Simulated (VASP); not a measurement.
The system is CaO (Lime).

```
Ca O
1.0
     0.00000    2.38733    2.38733
     2.38733    0.00000    2.38733
     2.38733    2.38733    0.00000
Ca O
1 1
Direct
  0.00000 0.00000 0.00000
  0.50000 0.50000 0.50000
```

Base run:

* Program: VASP 6.6.1
* Functional: PBE-EpsX
* Potentials or basis: VASP PAW PBE potentials, release 64 (Ca_sv, O)
* Cutoff: 520 eV
* k mesh: 6 × 6 × 6
* Occupations: gaussian, width 0.03 eV
* Spin: no spin polarisation

Its results: band gap on the k mesh 6.17 eV, indirect (least direct gap 6.60 eV); pressure 2.3 GPa.

Question: After a change of settings the same cell gave: band gap on the k mesh 5.32 eV, indirect (least direct gap 5.74 eV); pressure 2.5 GPa. Which change was it?
A. functional from PBE-EpsX to HSE06
B. functional from PBE-EpsX to PBE0
C. functional from PBE-EpsX to PBE; further incar settings from ALGO = Normal; EDIFF = 1e-07 to ALGO = Fast; EDIFF = 1e-07

Answer: A.

Caveats: the PAW data sets were made with another functional, which shifts forces and pressure a little.
